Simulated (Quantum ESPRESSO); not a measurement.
Crystal: C.

```
C
1.0
     2.52210    0.00000    0.00000
    -1.26105    2.18420    0.00000
     0.00000    0.00000    8.23710
C
8
Direct
  0.66667 0.33333 0.84375
  0.33333 0.66667 0.34375
  0.66667 0.33333 0.65625
  0.33333 0.66667 0.15625
  0.00000 0.00000 0.90625
  0.00000 0.00000 0.40625
  0.00000 0.00000 0.59375
  0.00000 0.00000 0.09375
```

This is a hexagonal form of diamond, not graphite.

Base run:

```yaml
Program: Quantum ESPRESSO 7.5
Functional: PBEsol
Potentials_or_basis: GBRV 1.5 PBEsol
Cutoff: 612 eV
Density_cutoff: 4898 eV
k_mesh: 12 × 12 × 4
Occupations: fermi-dirac, width 0.05 eV
Spin: no spin polarisation
```

Its results: band gap on the k mesh 4.28 eV, indirect (least direct gap 5.13 eV); pressure -4.2 GPa; largest force 0.329 eV/Å.

**Question.** The run is repeated on the same cell with these changes: functional from PBEsol to LDA; potentials or basis from GBRV 1.5 PBEsol to GBRV 1.5 LDA. What comes out?

**Answer.** Band gap on the k mesh 4.39 eV, indirect (least direct gap 5.14 eV); pressure -12.4 GPa; largest force 0.331 eV/Å.
